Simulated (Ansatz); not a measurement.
A run of Ansatz 0.2.0 is set up as follows.

Contents of input.yaml:

```yaml
crystal:
  lattice:
    - [0.0, 3.2333428, 3.2333428]
    - [3.2333428, 0.0, 3.2333428]
    - [3.2333428, 3.2333428, 0.0]
  atoms:
    - { symbol: Sn, position: [0.75, 0.75, 0.75] }
    - { symbol: Sn, position: [0.5, 0.5, 0.5] }
hamiltonian:
  xc: pbe
  pseudopotentials: { kind: paw_fr }
magnetization:
  noncollinear: true
  spin_orbit: true
kpoints:
  mp_grid: { grid: [5, 5, 5] }
  band_path:
    path:
      - [[0.0, 0.0, 0.0], [0.5, 0.0, 0.5], [0.5, 0.25, 0.75], [0.375, 0.375, 0.75], [0.0, 0.0, 0.0], [0.5, 0.5, 0.5], [0.625, 0.25, 0.625], [0.5, 0.25, 0.75], [0.5, 0.5, 0.5], [0.375, 0.375, 0.75]]
      - [[0.625, 0.25, 0.625], [0.5, 0.0, 0.5]]
    npoints: 14
scf:
  occupations: { method: fermi_dirac, width: 0.05 }
  n_extra_bands: 6
output:
  forces: true
  stress: true
  eigenvalues: true
  fatbands: false
```

Potentials or basis: Ansatz PAW.

The run is started by

```sh
$ ansatz run input.yaml --threads 2 --pin off --max-ram 5632MiB --backend cpu --events-out ev --progress --plain --runs-dir out
```

(1) Estimate the band gap on the k mesh.

(2) What does it give for the pressure?

Results:

(1) none (metal or under the smearing width).

(2) 3.9 GPa.
